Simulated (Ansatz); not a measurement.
**SrO in Ansatz: the effect of functional**

The system is SrO.

```
Sr O
1.0
     3.57682    0.00000    0.00000
    -1.78841    3.09762    0.00000
     0.00000    0.00000    6.25848
Sr O
2 2
Cartesian
  1.7884 1.0325 4.6939
  0.0000 2.0651 1.5646
  0.0000 0.0000 3.1292
  0.0000 0.0000 0.0000
```

Measurements of this composition are mostly on another form, of space group No. 225.

The cell isn't the ideal one: volume scaled by 1.02.

Alike in all runs:

| Item | Value |
| --- | --- |
| Program | Ansatz 0.2.0 |
| Task | single point |
| Potentials or basis | Ansatz PAW |
| k mesh | 9 × 9 × 5 |
| Occupations | fermi-dirac, width 0.05 eV |
| Spin | no spin polarisation |

**Question.** One run gave: gap on the mesh 2.76 eV; pressure -7.0 GPa. Which functional did it use?
A. r2SCAN
B. PBEsol
C. LDA

**Answer.** C.

```tsv
functional	cutoff	gap on the mesh (eV)	pressure (GPa)
LDA	420 eV (not typed: the program's choice for these potentials)	2.76	-7.0
PBEsol	420 eV (not typed: the program's choice for these potentials)	2.82	-3.9
r2SCAN	500 eV (not typed: the program's choice for these potentials)	3.54	-2.1
```

Caveats: odd divisions of the mesh miss points on the zone boundary, where band edges often lie, so the gap on the mesh can be too wide; the PAW data sets come from PBE, with cores solved anew for the run's functional, which leaves a small shift of forces and pressure.

A k mesh can miss the band edges.
